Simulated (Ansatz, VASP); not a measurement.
# One calculation of Cr, two programs

```
Cr
1.0
    -1.41260    1.41260    1.41260
     1.41260   -1.41260    1.41260
     1.41260    1.41260   -1.41260
Cr
1
Direct
  0.00000 0.00000 0.00000
```

Alike in both runs: task single point; functional LDA; k mesh 26 × 26 × 26; occupations fermi-dirac, width 0.1 eV; no spin polarisation.

|  | VASP | Ansatz |
| --- | --- | --- |
| version | VASP 6.6.1 | Ansatz 0.2.0 |
| potentials or method | VASP PAW LDA potentials, release 64 (Cr_pv) | plane waves (420 eV) with PAW, scalar-relativistic |
| plane-wave cutoff (eV) | 520 | 420 |
| valence electrons in the cell | 12 | 14 |

```csv
,VASP,Ansatz,Ansatz less VASP
pressure (GPa),-10.7,-10.8,-0.02
```

The two sets of potentials don't hold the same shells in valence. Ansatz warned: «pseudo_functional_mismatch».

Caveats: the run has no spin polarisation, though such a crystal can be magnetic. Spin polarisation is off, so any magnetic state and its effect on volume and gap are missing.
